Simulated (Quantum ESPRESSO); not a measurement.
A calculation with Quantum ESPRESSO 7.5 of Si2Ni (ASE script, Cartesian positions):

run.py

```python
import numpy as np
from ase.calculators.espresso import Espresso, EspressoProfile
from ase.io import read

atoms = read('Si2Ni.xyz')
atoms.set_initial_magnetic_moments([1.0, 0.0, 0.0])

input_data = {
    'control': {'calculation': 'scf', 'prefix': 'pwscf', 'outdir': './tmp', 'tprnfor': True, 'tstress': True, 'disk_io': 'nowf'},
    'system': {'ecutwfc': 45.0, 'ecutrho': 360.0, 'nbnd': 23, 'occupations': 'smearing', 'smearing': 'fd', 'degauss': 0.00367493, 'nspin': 2},
    'electrons': {'conv_thr': 6e-10, 'electron_maxstep': 120, 'mixing_beta': 0.3},
}
pseudopotentials = {'Si': 'si_pbesol_v1.uspp.F.UPF', 'Ni': 'ni_pbesol_v1.4.uspp.F.UPF'}
profile = EspressoProfile(command='mpirun -n 2 pw.x -nk 2', pseudo_dir='pseudo')
dft = Espresso(profile=profile, input_data=input_data, pseudopotentials=pseudopotentials, kpts=(9, 9, 9), koffset=(0, 0, 0))
atoms.calc = dft

print(f'energy {atoms.get_potential_energy():.8f} eV')
print('forces (eV/A)')
print(np.round(atoms.get_forces(), 6))
print('stress (eV/A^3, Voigt)')
print(np.round(atoms.get_stress(), 8))
print(f'Fermi level {dft.get_fermi_level():.4f} eV')
```

Si2Ni.xyz

```xyz
3
Lattice="0.0000000000 2.7030000000 2.7030000000 2.7030000000 0.0000000000 2.7030000000 2.7030000000 2.7030000000 0.0000000000" Properties=species:S:1:pos:R:3 pbc="T T T"
Ni     0.0000000000      0.0000000000      0.0000000000
Si     4.0545000000      4.0545000000      4.0545000000
Si     1.3515000000      1.3515000000      1.3515000000
```

Potentials or basis: GBRV 1.5 PBEsol.

Run with:

```sh
$ OMP_NUM_THREADS=1 python run.py
```

Write the same calculation in another form: native input, structure typed inline.

As run:

Contents of pw.in:

```
&CONTROL
  calculation = 'scf'
  prefix = 'pwscf'
  outdir = './tmp'
  pseudo_dir = './pseudo'
  tprnfor = .true.
  tstress = .true.
  disk_io = 'low'
/
&SYSTEM
  ibrav = 0
  nat = 3
  ntyp = 2
  ecutwfc = 45
  ecutrho = 360
  nbnd = 23
  occupations = 'smearing'
  smearing = 'fd'
  degauss = 0.00367493
  nspin = 2
  starting_magnetization(1) = 0.0556
  starting_magnetization(2) = 0
/
&ELECTRONS
  conv_thr = 6d-10
  electron_maxstep = 120
  mixing_beta = 0.3
/
ATOMIC_SPECIES
Ni    58.6934 ni_pbesol_v1.4.uspp.F.UPF
Si    28.0850 si_pbesol_v1.uspp.F.UPF
CELL_PARAMETERS angstrom
   0.0000000000    2.7030000000    2.7030000000
   2.7030000000    0.0000000000    2.7030000000
   2.7030000000    2.7030000000    0.0000000000
ATOMIC_POSITIONS crystal
Ni     0.0000000000    0.0000000000    0.0000000000
Si     0.7500000000    0.7500000000    0.7500000000
Si     0.2500000000    0.2500000000    0.2500000000
K_POINTS automatic
9 9 9 0 0 0
```

Contents of pp_density.in:

```
&INPUTPP
  prefix = 'pwscf'
  outdir = './tmp'
  filplot = 'density.dat'
  plot_num = 0
/
&PLOT
  nfile = 1
  filepp(1) = 'density.dat'
  iflag = 3
  output_format = 6
  fileout = 'density.cube'
/
```

File pp_potential.in:

```
&INPUTPP
  prefix = 'pwscf'
  outdir = './tmp'
  filplot = 'potential.dat'
  plot_num = 11
/
&PLOT
  nfile = 1
  filepp(1) = 'potential.dat'
  iflag = 3
  output_format = 6
  fileout = 'potential.cube'
/
```

File pp_spin.in:

```
&INPUTPP
  prefix = 'pwscf'
  outdir = './tmp'
  filplot = 'spin.dat'
  plot_num = 6
/
&PLOT
  nfile = 1
  filepp(1) = 'spin.dat'
  iflag = 3
  output_format = 6
  fileout = 'spin.cube'
/
```

Potentials or basis: GBRV 1.5 PBEsol.

Launch:

```sh
$ OMP_NUM_THREADS=1 mpirun -n 2 pw.x -nk 2 -in pw.in > pw.out
$ OMP_NUM_THREADS=1 mpirun -n 1 pp.x -in pp_density.in > pp_density.out
$ OMP_NUM_THREADS=1 mpirun -n 1 pp.x -in pp_potential.in > pp_potential.out
$ OMP_NUM_THREADS=1 mpirun -n 1 pp.x -in pp_spin.in > pp_spin.out
```

Both were run:

|  | ASE script, Cartesian positions | native input, structure typed inline |
| --- | --- | --- |
| Pressure | -0.8 GPa | -0.8 GPa |
| Band gap on the k mesh | none (metal or under the smearing width) | none (metal or under the smearing width) |
| Net moment | 0.00 μB per cell | 0.00 μB per cell |
| Absolute moment | 0.00 μB per cell | 0.00 μB per cell |
| Valence electrons inside the program's atomic spheres | Ni 16.59; Si 1.76 | Ni 16.59; Si 1.76 |

Keys that steer only the numerical path or the files written may differ.
